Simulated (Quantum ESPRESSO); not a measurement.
# C (R-3m) in Quantum ESPRESSO: single point with PBE

Aim: the single point of C with PBE.

Everything below comes from runs of Quantum ESPRESSO 7.5. Logs are shortened: lines on timing, memory, paths and dates and some standing lists are left out, and cuts for length are marked.

## Step 1: Starting point

Symmetry: R-3m, No. 166, trigonal system. The conventional cell has a = 2.466 Å, b = 2.466 Å, c = 24.848 Å, α = 90.00°, β = 90.00°, γ = 120.00°. C (site symmetry 3m) has 3 C at 1.42 Å as nearest neighbours. C (site symmetry 3m) is surrounded by 3 C at 1.42 Å.

This isn't the form of C at room conditions, which is graphite.

## Step 2: Single point, PBE

run.py

```python
import numpy as np
from ase.calculators.espresso import Espresso, EspressoProfile
import spglib
from ase import Atoms
from ase.io import read

atoms = read('C.cif')
cell, pos, num = spglib.standardize_cell((atoms.cell[:], atoms.get_scaled_positions(), atoms.numbers), to_primitive=True, symprec=1e-4)
atoms = Atoms(numbers=num, cell=cell, scaled_positions=pos, pbc=True)

input_data = {
    'control': {'calculation': 'scf', 'prefix': 'pwscf', 'outdir': './tmp', 'tprnfor': True, 'tstress': True, 'disk_io': 'nowf'},
    'system': {'ecutwfc': 55.0, 'ecutrho': 440.0, 'nbnd': 14, 'occupations': 'smearing', 'smearing': 'fd', 'degauss': 0.00367493},
    'electrons': {'conv_thr': 8e-10, 'electron_maxstep': 120, 'mixing_beta': 0.5},
}
pseudopotentials = {'C': 'C.pbe-n-kjpaw_psl.1.0.0.UPF'}
profile = EspressoProfile(command='pw.x', pseudo_dir='pseudo')
atoms.calc = Espresso(profile=profile, input_data=input_data, pseudopotentials=pseudopotentials, kpts=(12, 12, 12), koffset=(0, 0, 0))

print(f'energy {atoms.get_potential_energy():.8f} eV')
print('forces (eV/A)')
print(np.round(atoms.get_forces(), 6))
print('stress (eV/A^3, Voigt)')
print(np.round(atoms.get_stress(), 8))
print(f'Fermi level {atoms.calc.get_fermi_level():.4f} eV')
```

C.cif

```cif
data_C
_cell_length_a 2.46637620
_cell_length_b 2.46637620
_cell_length_c 24.84784531
_cell_angle_alpha 90.00000000
_cell_angle_beta 90.00000000
_cell_angle_gamma 120.00000000
_space_group_name_H-M_alt 'R-3m'
_space_group_name_Hall '-R 3 2"'
_space_group_IT_number 166
loop_
_space_group_symop_operation_xyz
'x,y,z'
'-x,-y,-z'
'-y,x-y,z'
'y,-x+y,-z'
'-x+y,-x,z'
'x-y,x,-z'
'y,x,-z'
'-y,-x,z'
'x-y,-y,-z'
'-x+y,y,z'
'-x,-x+y,-z'
'x,x-y,z'
'x+2/3,y+1/3,z+1/3'
'-x+2/3,-y+1/3,-z+1/3'
'-y+2/3,x-y+1/3,z+1/3'
'y+2/3,-x+y+1/3,-z+1/3'
'-x+y+2/3,-x+1/3,z+1/3'
'x-y+2/3,x+1/3,-z+1/3'
'y+2/3,x+1/3,-z+1/3'
'-y+2/3,-x+1/3,z+1/3'
'x-y+2/3,-y+1/3,-z+1/3'
'-x+y+2/3,y+1/3,z+1/3'
'-x+2/3,-x+y+1/3,-z+1/3'
'x+2/3,x-y+1/3,z+1/3'
'x+1/3,y+2/3,z+2/3'
'-x+1/3,-y+2/3,-z+2/3'
'-y+1/3,x-y+2/3,z+2/3'
'y+1/3,-x+y+2/3,-z+2/3'
'-x+y+1/3,-x+2/3,z+2/3'
'x-y+1/3,x+2/3,-z+2/3'
'y+1/3,x+2/3,-z+2/3'
'-y+1/3,-x+2/3,z+2/3'
'x-y+1/3,-y+2/3,-z+2/3'
'-x+y+1/3,y+2/3,z+2/3'
'-x+1/3,-x+y+2/3,-z+2/3'
'x+1/3,x-y+2/3,z+2/3'
loop_
_atom_site_label
_atom_site_type_symbol
_atom_site_symmetry_multiplicity
_atom_site_Wyckoff_symbol
_atom_site_fract_x
_atom_site_fract_y
_atom_site_fract_z
_atom_site_occupancy
C1 C 6 c 0.3333333333 0.6666666667 0.7538397467 1
C2 C 6 c 0.0000000000 0.0000000000 0.7538500600 1
```

Potentials or basis: SSSP 1.3 efficiency PBE.

Launch:

```bash
> OMP_NUM_THREADS=2 python run.py
```

Standard output:

```text
energy -1003.74861574 eV
forces (eV/A)
[[-0.        0.       -0.005821]
 [ 0.       -0.        0.005821]
 [ 0.        0.       -0.013099]
 [ 0.       -0.        0.013099]]
stress (eV/A^3, Voigt)
[-0.00120554 -0.00120554 -0.00055732 -0.          0.         -0.        ]
Fermi level 4.8889 eV
```

espresso.pwi:

```text
&CONTROL
   calculation      = 'scf'
   tstress          = .true.
   tprnfor          = .true.
   outdir           = './tmp'
   prefix           = 'pwscf'
   disk_io          = 'nowf'
   pseudo_dir       = 'pseudo'
/
&SYSTEM
   nbnd             = 14
   ecutwfc          = 55.0
   ecutrho          = 440.0
   occupations      = 'smearing'
   degauss          = 0.00367493
   smearing         = 'fd'
   ntyp             = 1
   nat              = 4
   ibrav            = 0
/
&ELECTRONS
   electron_maxstep = 120
   conv_thr         = 8e-10
   mixing_beta      = 0.5
/
&IONS
/
&CELL
/
&FCP
/
&RISM
/
ATOMIC_SPECIES
C 12.011 C.pbe-n-kjpaw_psl.1.0.0.UPF

K_POINTS automatic
12 12 12  0 0 0

CELL_PARAMETERS angstrom
1.23318810000000 0.71198148149644 8.28261510333333
-1.23318810000000 0.71198148149644 8.28261510333333
0.00000000000000 -1.42396296299289 8.28261510333333

ATOMIC_POSITIONS angstrom
C -0.0000000000 -0.0000000000 2.1660632070  
C -0.0000000000 -0.0000000000 22.6817821030  
C -0.0000000000 -0.0000000000 18.7315496770  
C -0.0000000000 -0.0000000000 6.1162956330
```

espresso.pwo:

```text
This program is part of the open-source Quantum ESPRESSO suite
     for quantum simulation of materials; please cite
         "P. Giannozzi et al., J. Phys.:Condens. Matter 21 395502 (2009);
         "P. Giannozzi et al., J. Phys.:Condens. Matter 29 465901 (2017);
         "P. Giannozzi et al., J. Chem. Phys. 152 154105 (2020);
     in publications or presentations arising from this work. More details at

Warning: card &CELL ignored
Warning: card &FCP ignored
Warning: card &RISM ignored

     file C.pbe-n-kjpaw_psl.1.0.0.UPF: wavefunction(s)  2S 2P renormalized
     Message from routine setup:
     using ibrav=0 with symmetry is DISCOURAGED, use correct ibrav instead

     Subspace diagonalization in iterative solution of the eigenvalue problem:
     a serial algorithm will be used

     G-vector sticks info
     --------------------
     sticks:   dense  smooth     PW     G-vecs:    dense   smooth      PW
     Sum        2567    1273    455                45927    16081    3483

     Using Slab Decomposition

     bravais-lattice index     =            0
     lattice parameter (alat)  =      15.8815  a.u.
     unit-cell volume          =     294.4512 (a.u.)^3
     number of atoms/cell      =            4
     number of atomic types    =            1
     number of electrons       =        16.00
     number of Kohn-Sham states=           14
     kinetic-energy cutoff     =      55.0000  Ry
     charge density cutoff     =     440.0000  Ry
     scf convergence threshold =      8.0E-10
     mixing beta               =       0.5000
     number of iterations used =            8  plain     mixing
     Exchange-correlation= SLA  PW   PBX  PBC
                           (   1   4   3   4   0   0   0)

     celldm(1)=  15.881502  celldm(2)=   0.000000  celldm(3)=   0.000000
     celldm(4)=   0.000000  celldm(5)=   0.000000  celldm(6)=   0.000000

     crystal axes: (cart. coord. in units of alat)
               a(1) = (   0.146736   0.084718   0.985541 )
               a(2) = (  -0.146736   0.084718   0.985541 )
               a(3) = (   0.000000  -0.169436   0.985541 )

     reciprocal axes: (cart. coord. in units 2 pi/alat)
               b(1) = (  3.407481  1.967310  0.338224 )
               b(2) = ( -3.407481  1.967310  0.338224 )
               b(3) = (  0.000000 -3.934620  0.338224 )

     PseudoPot. # 1 for C  read from file:
     C.pbe-n-kjpaw_psl.1.0.0.UPF
     Pseudo is Projector augmented-wave + core cor, Zval =  4.0
     Generated using "atomic" code by A. Dal Corso  v.5.1
     Shape of augmentation charge: PSQ
     Using radial grid of 1073 points,  4 beta functions with:
                l(1) =   0
                l(2) =   0
                l(3) =   1
                l(4) =   1
     Q(r) pseudized with 0 coefficients

     atomic species   valence    mass     pseudopotential
     C                 4.00    12.01100     C ( 1.00)

     12 Sym. Ops., with inversion, found

   Cartesian axes

     site n.     atom                  positions (alat units)
         1        C      tau(   1) = (  -0.0000000  -0.0000000   0.2577380  )
         2        C      tau(   2) = (  -0.0000000  -0.0000000   2.6988855  )
         3        C      tau(   3) = (  -0.0000000  -0.0000000   2.2288508  )
         4        C      tau(   4) = (  -0.0000000  -0.0000000   0.7277727  )

     number of k points=   189  Fermi-Dirac smearing, width (Ry)=  0.0037

     Number of k-points >= 100: set verbosity='high' to print them.

     Dense  grid:    45927 G-vectors     FFT dimensions: ( 108, 108, 108)

     Smooth grid:    16081 G-vectors     FFT dimensions: (  75,  75,  75)

     Check: negative core charge=   -0.000001

     Initial potential from superposition of free atoms

     starting charge      15.9998, renormalised to      16.0000
     Starting wfcs are   16 randomized atomic wfcs
     Checking if some PAW data can be deallocated...

     Self-consistent Calculation

     iteration #  1     ecut=    55.00 Ry     beta= 0.50
     Davidson diagonalization with overlap
     ethr =  1.00E-02,  avg # of iterations =  4.5

     total energy              =     -73.76078768 Ry
     estimated scf accuracy    <       0.38112303 Ry

     iteration #  2     ecut=    55.00 Ry     beta= 0.50
     Davidson diagonalization with overlap
     ethr =  2.38E-03,  avg # of iterations =  2.3

     total energy              =     -73.76768598 Ry
     estimated scf accuracy    <       0.03807543 Ry

     iteration #  3     ecut=    55.00 Ry     beta= 0.50
     Davidson diagonalization with overlap
     ethr =  2.38E-04,  avg # of iterations =  4.0

     total energy              =     -73.77404337 Ry
     estimated scf accuracy    <       0.00120577 Ry

     iteration #  4     ecut=    55.00 Ry     beta= 0.50
     Davidson diagonalization with overlap
     c_bands:  1 eigenvalues not converged
     ethr =  7.54E-06,  avg # of iterations =  5.0

     total energy              =     -73.77413147 Ry
     estimated scf accuracy    <       0.00025611 Ry

     iteration #  5     ecut=    55.00 Ry     beta= 0.50
     Davidson diagonalization with overlap
     ethr =  1.60E-06,  avg # of iterations =  2.6

     total energy              =     -73.77416752 Ry
     estimated scf accuracy    <       0.00000221 Ry

     iteration #  6     ecut=    55.00 Ry     beta= 0.50
     Davidson diagonalization with overlap
     ethr =  1.38E-08,  avg # of iterations =  2.7

     total energy              =     -73.77416878 Ry
     estimated scf accuracy    <       0.00000129 Ry

     iteration #  7     ecut=    55.00 Ry     beta= 0.50
     Davidson diagonalization with overlap
     ethr =  8.04E-09,  avg # of iterations =  2.0

     total energy              =     -73.77416898 Ry
     estimated scf accuracy    <          6.0E-09 Ry

     iteration #  8     ecut=    55.00 Ry     beta= 0.50
     Davidson diagonalization with overlap
     ethr =  3.77E-11,  avg # of iterations =  3.1

     total energy              =     -73.77416898 Ry
     estimated scf accuracy    <          1.7E-09 Ry

     iteration #  9     ecut=    55.00 Ry     beta= 0.50
     Davidson diagonalization with overlap
     ethr =  1.05E-11,  avg # of iterations =  2.0

     End of self-consistent calculation

     Number of k-points >= 100: set verbosity='high' to print the bands.

     the Fermi energy is     4.8889 ev

!    total energy              =     -73.77416898 Ry
     total all-electron energy =      -304.830560 Ry
     estimated scf accuracy    <          4.9E-11 Ry
     smearing contrib. (-TS)   =      -0.00012158 Ry
     internal energy E=F+TS    =     -73.77404740 Ry

     The total energy is F=E-TS. E is the sum of the following terms:
     one-electron contribution =     -29.53609455 Ry
     hartree contribution      =      21.89525042 Ry
     xc contribution           =     -18.54838361 Ry
     ewald contribution        =     -22.91721430 Ry
     one-center paw contrib.   =     -24.66760537 Ry

     convergence has been achieved in   9 iterations

     Forces acting on atoms (cartesian axes, Ry/au):

     atom    1 type  1   force =    -0.00000000    0.00000000   -0.00022640
     atom    2 type  1   force =     0.00000000   -0.00000000    0.00022640
     atom    3 type  1   force =     0.00000000    0.00000000   -0.00050948
     atom    4 type  1   force =     0.00000000   -0.00000000    0.00050948

     Total force =     0.000788     Total SCF correction =     0.000006

     Computing stress (Cartesian axis) and pressure

          total   stress  (Ry/bohr**3)                   (kbar)     P=        1.59
   0.00001313   0.00000000  -0.00000000            1.93        0.00       -0.00
  -0.00000000   0.00001313   0.00000000           -0.00        1.93        0.00
  -0.00000000   0.00000000   0.00000607           -0.00        0.00        0.89

=------------------------------------------------------------------------------=
   JOB DONE.
=------------------------------------------------------------------------------=
```

Wall time 15 min (2 threads of AMD EPYC 7R13 (Zen 3), shared host); peak memory 0.38 GiB.

Results:

- Free energy: -1003.7487 eV
- Pressure: 0.2 GPa
- Largest force: 0.013 eV/Å
- Band gap on the k mesh: 0.18 eV, direct

Forces in eV/Å, atoms in the order of the input:
```
C    0.000  0.000 -0.006
C    0.000  0.000  0.006
C    0.000  0.000 -0.013
C    0.000  0.000  0.013
```
